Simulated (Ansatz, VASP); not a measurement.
**SiO2 (Stishovite) in VASP and in Ansatz**

INCAR

```
  PREC = Accurate
  ENCUT = 520
  EDIFF = 1E-7
  ISMEAR = 0
  SIGMA = 0.01
  LREAL = False
  LASPH = True
  NELM = 80
  ALGO = Normal
  ISIF = 2
  LWAVE = False
  LCHARG = True
  GGA = PS
  LELF = True
  LVHAR = True
  NBANDS = 25
```

File KPOINTS:

```
regular mesh
0
Gamma
  4 4 6
```

File POSCAR:

```
SiO2
1.0
    4.2322707776      0.0000000000      0.0000000000
    0.0000000000      4.2322707776      0.0000000000
    0.0000000000      0.0000000000      2.7002724431
Si O
2 4
Direct
    0.0000000000      0.0000000000      0.0000000000
    0.5000000000      0.5000000000      0.5000000000
    0.3059000000      0.3059000000      0.0000000000
    0.1941000000      0.8059000000      0.5000000000
    0.6941000000      0.6941000000      0.0000000000
    0.8059000000      0.1941000000      0.5000000000
```

Input for Ansatz:

```yaml
crystal:
  lattice:
    - [4.232270777578026, 0.0, 0.0]
    - [0.0, 4.232270777578026, 0.0]
    - [0.0, 0.0, 2.7002724430615364]
  atoms:
    - { symbol: Si, position: [0.0, 0.0, 0.0] }
    - { symbol: Si, position: [0.5, 0.5, 0.5] }
    - { symbol: O, position: [0.3059, 0.3059, 0.0] }
    - { symbol: O, position: [0.1941, 0.8059, 0.5] }
    - { symbol: O, position: [0.6941, 0.6941, 0.0] }
    - { symbol: O, position: [0.8059, 0.1941, 0.5] }
accuracy: low
basis:
  ecutwfc: 500.0
kpoints:
  mp_grid:
    grid: [4, 4, 6]
hamiltonian:
  xc: pbesol
scf:
  self_checks: low
  occupations:
    method: fixed
output:
  stress: true
```

Alike in both runs: task single point; functional PBEsol; k mesh 4 × 4 × 6; no spin polarisation.

|  | VASP | Ansatz |
| --- | --- | --- |
| version | VASP 6.6.1 | Ansatz 0.2.0 |
| potentials or method | VASP PAW PBE potentials, release 64 (Si, O) | plane waves, PAW |
| plane-wave cutoff (eV) | 520 | 500 |
| occupations | gaussian, width 0.01 eV | fixed |
| valence electrons in the cell | 32 | 32 |

VASP gave:

```
pressure (GPa)                                  : -7.3
largest component of the traceless stress (GPa) : 0.26
```

**Question.** Estimate Ansatz's values.

**Answer.** Pressure (GPa): -7.8; largest component of the traceless stress (GPa): 0.81.

Caveats: the PAW data sets were made with another functional, which shifts forces and pressure a little (VASP).
